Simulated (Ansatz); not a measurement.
## Mo (fcc)

Computed with Ansatz (plane waves, PAW, 420 eV cutoff): PBE, scalar-relativistic, no spin polarisation, Γ-centred 18×18×18 mesh, 0.05 eV Gaussian smearing; PAW files: Ansatz's generated set soft_2.

```cif
data_structure
_symmetry_space_group_name_H-M 'P 1'
_symmetry_Int_Tables_number 1
_cell_length_a 2.8298
_cell_length_b 2.8298
_cell_length_c 2.8298
_cell_angle_alpha 60.000
_cell_angle_beta 60.000
_cell_angle_gamma 60.000
_cell_volume 16.02
loop_
_atom_site_label
_atom_site_type_symbol
_atom_site_fract_x
_atom_site_fract_y
_atom_site_fract_z
_atom_site_occupancy
Mo1 Mo 0.00000 0.00000 0.00000 1
```

At room temperature and ambient pressure Mo is bcc.

Path: Γ–X–U | K–Γ–L–W–X, with Γ = (0.000, 0.000, 0.000), X = (0.500, 0.000, 0.500), U = (0.625, 0.250, 0.625), K = (0.375, 0.375, 0.750), L = (0.500, 0.500, 0.500), W = (0.500, 0.250, 0.750) in reciprocal vectors of the calculation's cell.

Levels between -3 and 5 eV from the Fermi level at the path's named points:
```tsv
point	below E_F (eV)	above E_F (eV)
Γ	-0.69 -0.69 -0.69	1.98 1.98
X		4.00 4.04 4.62 4.62
U and K	-2.96	0.14 2.15 3.74
L	-0.88 -0.88	1.56 4.04 4.04
W	-1.78 -1.78	1.32 4.63
```

Q: By these bands, is it a metal or an insulator, and if it has a gap, where are the band edges on this path?

A: A metal: bands cross the Fermi level.
